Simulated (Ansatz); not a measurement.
Energy landscape near a LiF structure

The calculation used DFT PBE, scalar-relativistic, plane waves, PAW in Ansatz 0.2.0.

Cutoff 420 eV; k points 10×10×10 on the computed 2-atom cell (Γ-centred); Gaussian smearing, width 0.02 eV; no spin polarisation.

Reference cell:

```xyz
2
Lattice="2.5595 0.0000 0.0000 0.0000 2.5595 0.0000 0.0000 0.0000 2.5595" Properties=species:S:1:pos:R:3 pbc="T T T"
Li    0.0000    0.0000    0.0000
F     1.2798    1.2798    1.2798
```

Each variant moves atoms of this cell by the vectors given, if any (Å), and then applies a symmetric strain (tensor components, Cartesian axes). The reference cell isn't relaxed at this level. Energies are per atom at zero smearing, counted from the lowest variant. Pressure is positive in compression.

1. strain (xx yy zz yz xz xy, %) 2.19 0.54 0.84 -0.54 -0.50 -0.08; moves: Li1 (-0.023, 0.016, 0.011); F2 (0.023, -0.016, -0.011)
2. no strain; moves: F2 (0.150, 0.000, 0.000)
3. strain (xx yy zz yz xz xy, %) 4.74 4.74 4.74 0.00 0.00 0.00
4. strain (xx yy zz yz xz xy, %) 2.54 2.54 2.54 0.00 0.00 0.00
5. no strain; moves: Li1 (0.000, 0.150, 0.000)
6. strain (xx yy zz yz xz xy, %) 5.89 -3.11 -3.11 0.00 0.00 0.00

```json
{"variant": "1", "ΔE (meV/atom)": "?", "P (GPa)": "?", "largest force (eV/Å)": "?", "gap on mesh (eV)": "?", "space group": "?"}
{"variant": "2", "ΔE (meV/atom)": "?", "P (GPa)": "?", "largest force (eV/Å)": "?", "gap on mesh (eV)": "?", "space group": "?"}
{"variant": "3", "ΔE (meV/atom)": "32.5", "P (GPa)": "-6.98", "largest force (eV/Å)": "0.00", "gap on mesh (eV)": "6.48", "space group": "Pm-3m"}
{"variant": "4", "ΔE (meV/atom)": "11.3", "P (GPa)": "-4.31", "largest force (eV/Å)": "0.00", "gap on mesh (eV)": "6.93", "space group": "Pm-3m"}
{"variant": "5", "ΔE (meV/atom)": "0.0", "P (GPa)": "0.55", "largest force (eV/Å)": "0.05", "gap on mesh (eV)": "7.48", "space group": "P4mm"}
{"variant": "6", "ΔE (meV/atom)": "40.6", "P (GPa)": "1.02", "largest force (eV/Å)": "0.00", "gap on mesh (eV)": "7.20", "space group": "P4/mmm"}
```

Question: Give the withheld rows.

Answer:
```json
{"variant": "1", "ΔE (meV/atom)": "4.5", "P (GPa)": "-2.09", "largest force (eV/Å)": "0.03", "gap on mesh (eV)": "7.18", "space group": "P1"}
{"variant": "2", "ΔE (meV/atom)": "0.0", "P (GPa)": "0.55", "largest force (eV/Å)": "0.05", "gap on mesh (eV)": "7.48", "space group": "P4mm"}
```

This CsCl-type form isn't the usual stable structure of the compound.